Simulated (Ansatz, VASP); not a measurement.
## Two plane-wave programs on AlN

```xyz
2
Lattice="0.0000 1.9911 1.9911 1.9911 0.0000 1.9911 1.9911 1.9911 0.0000" Properties=species:S:1:pos:R:3 pbc="T T T"
Al    0.0000    0.0000    0.0000
N     1.9911    1.9911    1.9911
```

Change from the starting cell: volume scaled by 1.02, PAW files.

Alike in both runs: task electric field gradients; functional LDA; k mesh 10 × 10 × 10; occupations fermi-dirac, width 0.02 eV; no spin polarisation.

|  | VASP | Ansatz |
| --- | --- | --- |
| version | VASP 6.6.1 | Ansatz 0.2.0 |
| potentials or method | VASP PAW LDA potentials, release 64 (Al, N) | PAW with Ansatz's default frozen-core files, scalar-relativistic |
| plane-wave cutoff (eV) | 520 | 420 |
| valence electrons in the cell | 8 | 8 |

Ansatz gave:

```
gap on the k mesh at the Fermi level (eV)                      : 4.92
pressure (GPa)                                                 : 6.2
Vzz of the field gradient on the site that differs most (V/Å²) : 0.0
```

**Question.** What did VASP give for the same quantities?

**Answer.** gap on the k mesh at the Fermi level (eV): 4.91; pressure (GPa): 7.0; Vzz of the field gradient on the site that differs most (V/Å²): 0.0.

A k mesh can miss the band edges.
